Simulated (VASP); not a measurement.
A run of VASP 6.6.1 is set up as follows.

File INCAR:

```
SYSTEM = H
  ALGO = Normal
  EDIFF = 1E-7
  ENCUT = 400
  GGA = PE
  ISIF = 2
  ISMEAR = 0
  ISPIN = 2
  ISYM = 0
  IVDW = 13
  LASPH = .True.
  LCHARG = .False.
  LORBIT = 11
  LREAL = .False.
  LWAVE = .False.
  MAGMOM = 1.1
  NELM = 60
  NUPDOWN = 1
  PREC = Accurate
  SIGMA = 0.01
```

File KPOINTS:

```
k-points
0
Gamma
  1 1 1
  0 0 0
```

File POSCAR:

```
H                                       
1.0
   10.5000000000      0.0000000000      0.0000000000
    0.0000000000     11.0000000000      0.0000000000
    0.0000000000      0.0000000000     11.5000000000
  H             
     1
Selective dynamics
Direct
     0.5000000000000000    0.5045454544999970    0.5000000000000000   F   F   F
```

Potentials or basis: VASP PAW PBE potentials, release 64 (H).

The run is started by

```sh
$ cat potpaw_PBE.64/H/POTCAR > POTCAR
$ mpirun -np 4 vasp_gam > vasp.out
```

(1) What does it give for the dispersion energy per atom?

Results:

(1) 0.000 eV.

Caveat: the total moment is fixed, so each spin has its own Fermi level.
